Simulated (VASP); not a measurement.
# GaCuSe2 (P4/mmm) in VASP: further runs

One crystal, GaCuSe2, is run at these levels: PBE0, PBE; tasks: single point.

Everything below comes from runs of VASP 6.6.1. Logs are shortened: lines on timing, memory, paths and dates and some standing lists are left out, and cuts for length are marked.

**1. Starting point**

Symmetry: P4/mmm, No. 123, tetragonal system. Conventional cell: a = 3.774 Å, b = 3.774 Å, c = 5.266 Å, α = 90.00°, β = 90.00°, γ = 90.00°. Se (site symmetry 4/mmm) is surrounded by 2 Ga at 2.63 Å and 4 Cu at 2.67 Å. Around Se (site symmetry 4/mmm) lie 2 Cu at 2.63 Å and 4 Ga at 2.67 Å. Ga (site symmetry 4/mmm) has 6 Se at 2.63 to 2.67 Å as nearest neighbours. Cu (site symmetry 4/mmm) is surrounded by 6 Se at 2.63 to 2.67 Å.

Measurements of this composition are mostly on another form, of space group No. 122.

**2. Single point, PBE0**

POSCAR

```
GaCuSe2
1.0
    3.7744160000      0.0000000000      0.0000000000
    0.0000000000      3.7744160000      0.0000000000
    0.0000000000      0.0000000000      5.2658910000
Se Ga Cu
2 1 1
Direct
    0.5000000000      0.5000000000      0.0000000000
    0.0000000000      0.0000000000      0.5000000000
    0.5000000000      0.5000000000      0.5000000000
    0.0000000000      0.0000000000      0.0000000000
```

INCAR.step1

```
SYSTEM = GaCuSe2
PREC = Accurate
ENCUT = 500
EDIFF = 1E-5
ISMEAR = 0
SIGMA = 0.01
LREAL = .False.
LASPH = .True.
NELM = 100
ALGO = Normal
ISIF = 2
LWAVE = .True.
LCHARG = .False.
NBANDS = 26
NKRED = 1
GGA = PE
```

INCAR.step2

```
SYSTEM = GaCuSe2
PREC = Accurate
ENCUT = 500
EDIFF = 1E-6
ISMEAR = 0
SIGMA = 0.01
LREAL = .False.
LASPH = .True.
NELM = 100
ALGO = Normal
ISIF = 2
LWAVE = .False.
LCHARG = .False.
GGA = PE
LHFCALC = .True.
AEXX = 0.25
PRECFOCK = Fast
NBANDS = 26
NKRED = 1
ISTART = 1
```

KPOINTS

```
Automatic mesh
0
Gamma
  4 4 3
  0 0 0
```

Potentials or basis: VASP PAW PBE potentials, release 64 (Se, Ga_d, Cu).

Started as:

```
$ cat potpaw_PBE.64/Se/POTCAR potpaw_PBE.64/Ga_d/POTCAR potpaw_PBE.64/Cu/POTCAR > POTCAR
$ cp INCAR.step1 INCAR
$ mpirun -np 1 vasp_std > vasp.out
$ cp INCAR.step2 INCAR
$ mpirun -np 1 vasp_std > vasp.out
```

OUTCAR:

```text
SYSTEM = GaCuSe2
   PREC = Accurate
   ENCUT = 500
   EDIFF = 1E-6
   ISMEAR = 0
   LREAL = .False.
   LASPH = .True.
   NELM = 100
   ISIF = 2
   GGA = PE
   LHFCALC = .True.
   AEXX = 0.25
   PRECFOCK = Fast
   NKRED = 1
   ISTART = 1

 Found     12 irreducible k-points:

 Following reciprocal coordinates:
            Coordinates               Weight
  0.000000  0.000000  0.000000      1.000000
  0.250000  0.000000  0.000000      4.000000
  0.500000  0.000000  0.000000      2.000000
  0.250000  0.250000  0.000000      4.000000
  0.500000  0.250000  0.000000      4.000000
  0.500000  0.500000  0.000000      1.000000
   k-points           NKPTS =     12   k-points in BZ     NKDIM =     48   number of bands    NBANDS=     26
   number of dos      NEDOS =    301   number of ions     NIONS =      4
   total plane-waves  NPLWV =  31360
   dimension x,y,z NGX =    28 NGY =   28 NGZ =   40
   dimension x,y,z NGXF=    56 NGYF=   56 NGZF=   80
   ions per type =               2   1   1
   NGX,Y,Z   is equivalent  to a cutoff of  12.33, 12.33, 12.63 a.u.
   NGXF,Y,Z  is equivalent  to a cutoff of  24.67, 24.67, 25.26 a.u.
 SYSTEM =  GaCuSe2
   PREC   = accura    normal or accurate (medium, high low for compatibility)
   ISTART =      1    job   : 0-new  1-cont  2-samecut
   ICHARG =      0    charge: 1-file 2-atom 10-const
   ISPIN  =      1    spin polarized calculation?
   LNONCOLLINEAR =      F non collinear calculations
   LSORBIT =      F    spin-orbit coupling
   LASPH  =      T    aspherical Exc in radial PAW
   ENCUT  =  500.0 eV  36.75 Ry    6.06 a.u.   6.88  6.88  9.60*2*pi/ulx,y,z
   NELM   =    100;   NELMIN=  2; NELMDL=  0     # of ELM steps
   EDIFF  = 0.1E-05   stopping-criterion for ELM
   LREAL  =      F    real-space projection
   EDIFFG = 0.1E-04   stopping-criterion for IOM
   NSW    =      0    number of steps for IOM
   IBRION =     -1    ionic relax: 0-MD 1-quasi-New 2-CG
   NFREE  =      0    steps in history (QN), initial steepest desc. (CG)
   ISIF   =      2    stress and relaxation
   ISYM   =      3    0-nonsym 1-usesym 2-fastsym
   POTIM  = 0.5000    time-step for ionic-motion
   TEBEG  =    0.0;   TEEND  =   0.0 temperature during run
   PSTRESS=    0.0 pullay stress
   NELECT =      36.0000    total number of electrons
   NUPDOWN=      -1.0000    fix difference up-down
   EMIN   =  10.00;   EMAX   =-10.00  energy-range for DOS
   EFERMI =   0.00;   METHOD = LEGACY
   ISMEAR =     0;   SIGMA  =   0.01  broadening in eV -4-tet -1-fermi 0-gaus
   EFERMI_NEDOS =   21; number of points for ismear=-14 and -15
   IALGO  =     38    algorithm
   IMIX   =      1    mixing-type and parameters
     AMIX     =   0.40;   BMIX     =  1.00
     AMIX_MAG =   1.60;   BMIX_MAG =  1.00
  volume/ion in A,a.u.               =      18.75       126.56
  Fermi-wavevector in a.u.,A,eV,Ry     =   1.281697  2.422055 22.350915  1.642746
  Thomas-Fermi vector in A             =   2.414051
   LORBIT       =      0    0 simple, 1 ext, 2 COOP (PROOUT), +10 PAW based schemes
   GGA     = PE    functional components
   LHFCALC =     T    Hartree Fock is set to
   PRECFOCK=fast      Normal, Fast or Accurate (Low or Medium for compatibility)
   ENCUT4O =  -1.0   cutoff for four orbital integrals eV
   NKREDX  =     1    reduce k-point grid by
   NKREDY  =     1    reduce k-point grid by
   NKREDZ  =     1    reduce k-point grid by
   AEXX    =    0.2500 exact exchange contribution
   HFSCREEN=    0.0000 screening length (either q_TF or 0.3 A-1)
   HFSCREENC=   0.0000 screening length for correlation (either q_TF or 0.3 A-1)
   ENCUTFOCK=  -1.0 apply spherical cutoff to Coloumb kernel
   IVDW    =     0    specifies the selected vdW correction
   LEPSILON=     F    determine dielectric tensor
   LRPA    =     F    only Hartree local field effects (RPA)
 non-spin polarized calculation
 Gauss-broadening in eV      SIGMA  =   0.01
  energy-cutoff  :      500.00
  volume of cell :       75.02
 maximum number of plane-waves:      1920
 NGX is ok and might be reduce to    28
  NGX = 16; NGY = 16; NGZ = 24

 number of electron      36.0000009 magnetization

 Free energy of the ion-electron system (eV)
  ---------------------------------------------------
  ext. energy  EPLUGINS =         0.00000000
  ---------------------------------------------------
  free energy    TOTEN  =       -18.32502009 eV

  energy without entropy =      -18.32454993  energy(sigma->0) =      -18.32478501

 E-fermi :   4.7410     XC(G=0):  -8.3926

 val. band max:        4.7410139812   @ k =   0.5000   0.0000   0.3333
 cond. band min:       5.2026585335   @ k =   0.2500   0.0000   0.0000
 fundamental gap:      0.4616445523
 Fermi energy:         4.7410139812

 k-point     1 :       0.0000    0.0000    0.0000
  band No.  band energies     occupation
      1     -13.8796      2.00000
      2     -13.7749      2.00000
      3     -13.7592      2.00000
      4     -13.7136      2.00000
      5     -13.7136      2.00000
      6     -11.7144      2.00000
[... 18 lines left out ...]
     25      14.2523      0.00000
     26      14.6788      0.00000

 k-point     2 :       0.2500    0.0000    0.0000
  band No.  band energies     occupation
      1     -13.8544      2.00000
      2     -13.7915      2.00000
      3     -13.7474      2.00000
      4     -13.7206      2.00000
      5     -13.7129      2.00000
      6     -11.2432      2.00000
[... 18 lines left out ...]
     25      14.6649      0.00000
[... 86 lines left out ...]
     25      15.1776      0.00000
     26      15.7055      0.00000

 k-point     6 :       0.5000    0.5000    0.0000
  band No.  band energies     occupation
      1     -13.9396      2.00000
      2     -13.8136      2.00000
      3     -13.7235      2.00000
      4     -13.7235      2.00000
      5     -13.7082      2.00000
      6      -9.4336      2.00000
[... 18 lines left out ...]
     25      16.0174      0.00000
     26      18.6647      0.00000

 [... further k-points ...]

------------------------ aborting loop because EDIFF is reached ----------------------------------------

  FORCE on cell =-STRESS in cart. coord.  units (eV):
  Direction    XX          YY          ZZ          XY          YZ          ZX
  --------------------------------------------------------------------------------------
  -------------------------------------------------------------------------------------
  Total       -1.4113782     -1.4113782      0.0224568      0.0000000      0.0000000     -0.0000000
  in kB      -30.1427300    -30.1427300      0.4796077      0.0000000      0.0000000     -0.0000000
  external PRESSURE =     -19.9352841 kB  Pullay stress =       0.0000000 kB

 VOLUME and BASIS-vectors are now :
 -----------------------------------------------------------------------------
  energy-cutoff  :      500.00
  volume of cell :       75.02
      direct lattice vectors                 reciprocal lattice vectors
     3.774416000  0.000000000  0.000000000     0.264941649  0.000000000  0.000000000
     0.000000000  3.774416000  0.000000000     0.000000000  0.264941649  0.000000000
     0.000000000  0.000000000  5.265891000     0.000000000  0.000000000  0.189901386

 POSITION                                       TOTAL-FORCE (eV/Angst)
 -----------------------------------------------------------------------------------
      1.88721      1.88721      0.00000         0.000000      0.000000      0.000000
      0.00000      0.00000      2.63295         0.000000      0.000000      0.000000
      1.88721      1.88721      2.63295         0.000000      0.000000      0.000000
      0.00000      0.00000      0.00000         0.000000      0.000000      0.000000
 -----------------------------------------------------------------------------------
    total drift:                                0.000004      0.000002     -0.000003

  FREE ENERGIE OF THE ION-ELECTRON SYSTEM (eV)
  ---------------------------------------------------
  free  energy   TOTEN  =       -18.3250200857 eV

  energy  without entropy=      -18.3245499278  energy(sigma->0) =      -18.32478501
```

OSZICAR.step1:

```text
N       E                     dE             d eps       ncg     rms          rms(c)
DAV:   1     0.269660353016E+03    0.26966E+03   -0.16219E+04   632   0.191E+03
DAV:   2     0.172040193195E+02   -0.25246E+03   -0.24153E+03   632   0.402E+02
DAV:   3    -0.144260407299E+02   -0.31630E+02   -0.30460E+02   794   0.130E+02
DAV:   4    -0.157940813809E+02   -0.13680E+01   -0.13482E+01   760   0.257E+01
DAV:   5    -0.158325334923E+02   -0.38452E-01   -0.38390E-01   824   0.461E+00    0.120E+01
DAV:   6    -0.183831686042E+02   -0.25506E+01   -0.38419E+01   736   0.111E+02    0.115E+01
DAV:   7    -0.146434681995E+02    0.37397E+01   -0.85518E+00   756   0.603E+01    0.446E+00
DAV:   8    -0.144406786078E+02    0.20279E+00   -0.28266E+00   880   0.367E+01    0.283E+00
DAV:   9    -0.143659116595E+02    0.74767E-01   -0.39985E-01   914   0.988E+00    0.941E-01
DAV:  10    -0.143598378992E+02    0.60738E-02   -0.41754E-02   936   0.377E+00    0.347E-01
DAV:  11    -0.143606867753E+02   -0.84888E-03   -0.18846E-02   940   0.253E+00    0.529E-01
DAV:  12    -0.143602093475E+02    0.47743E-03   -0.72677E-03   920   0.184E+00    0.243E-01
DAV:  13    -0.143594840336E+02    0.72531E-03   -0.20613E-03   920   0.806E-01    0.255E-01
DAV:  14    -0.143593769173E+02    0.10712E-03   -0.31959E-03   934   0.112E+00    0.268E-01
DAV:  15    -0.143583708231E+02    0.10061E-02   -0.83112E-04   914   0.581E-01    0.322E-02
DAV:  16    -0.143583954639E+02   -0.24641E-04   -0.10255E-04   800   0.133E-01    0.645E-02
DAV:  17    -0.143583486702E+02    0.46794E-04   -0.33813E-05   708   0.129E-01    0.149E-02
DAV:  18    -0.143583470682E+02    0.16020E-05   -0.71739E-06   354   0.304E-02
   1 F= -.14358347E+02 E0= -.14357712E+02  d E =-.126914E-02
```

Wall time 15 min (1 thread of Intel Xeon Platinum 8488C (Sapphire Rapids), shared host); peak memory 0.2 GiB.

The run converged, but some of its settings lie outside the range that counts as converged, so its numbers aren't taken as properties of the crystal.

Results:

```yaml
Free_energy: -18.3250 eV
Pressure: -2.0 GPa
Band_gap_on_the_k_mesh: none (metal or under the smearing width)
```

Caveat: the k mesh is coarse (spacing up to 0.42 Å⁻¹), so the values aren't converged, least of all with exact exchange; the PAW data sets were made with another functional, which shifts forces and pressure a little; the run has no spin polarisation, though such a crystal can be magnetic.

**3. Single point, PBE**

INCAR

```
ALGO     = Fast           # electronic algorithm
EDIFF    = 1E-6           # SCF threshold, eV
ENCUT    = 500            # plane-wave cutoff, eV
GGA      = PE             # functional
ISIF     = 2              # what is computed and relaxed
ISMEAR   = 0              # smearing method
LASPH    = T              # aspherical terms in the spheres
LCHARG   = F              # write CHGCAR
LREAL    = F              # projectors in reciprocal space
LWAVE    = F              # write WAVECAR
NELM     = 100            # most SCF steps
PREC     = Accurate       # precision mode
SIGMA    = 0.02           # smearing width, eV
```

KPOINTS

```
k-points
0
Gamma
  4 4 3
```

POSCAR is that of step 2.

Potentials or basis: VASP PAW PBE potentials, release 64 (Se_GW, Ga_d_GW, Cu_GW).

Started as:

```
$ cat potpaw_PBE.64/Se_GW/POTCAR potpaw_PBE.64/Ga_d_GW/POTCAR potpaw_PBE.64/Cu_GW/POTCAR > POTCAR
$ mpirun -np 1 vasp_std > vasp.out
```

It took 20 s on 1 thread of Intel Xeon 6975P-C (Granite Rapids), shared host; peak memory 0.19 GiB.

Results (log left out):

| Property | Result |
| --- | --- |
| Free energy | -14.3761 eV |
| Pressure | 0.7 GPa |
| Band gap on the k mesh | none (metal or under the smearing width) |

Stress tensor (GPa, compression positive):
```
0.35 0.00 0.00
0.00 0.35 0.00
0.00 0.00 1.43
```

Levels at points of the mesh, in eV from the Fermi level:
| k point | band 15 | band 16 | band 17 | band 18 | band 19 | band 20 | band 21 | band 22 |
| --- | --- | --- | --- | --- | --- | --- | --- | --- |
| (0.00, 0.00, 0.00) | -2.21 | -2.05 | -1.00 | -0.79 | -0.79 | 1.40 | 4.36 | 8.16 |
| (0.50, 0.00, 0.00) | -1.81 | -1.79 | -1.38 | 0.42 | 1.93 | 2.53 | 3.88 | 5.64 |
| (0.50, 0.50, 0.00) | -2.39 | -2.39 | -2.14 | -2.00 | -1.85 | 0.54 | 4.66 | 4.66 |

Caveat: the k mesh is coarse (spacing up to 0.42 Å⁻¹), so the values aren't converged; the cutoff is under 1.25 times the usual one of these potentials, so pressure, stress and relaxed cells hold a basis-set (Pulay) error; the run has no spin polarisation, though such a crystal can be magnetic. With open d or f shells a metallic result of PBE can be an artefact of self-interaction; +U or a hybrid may open a gap.
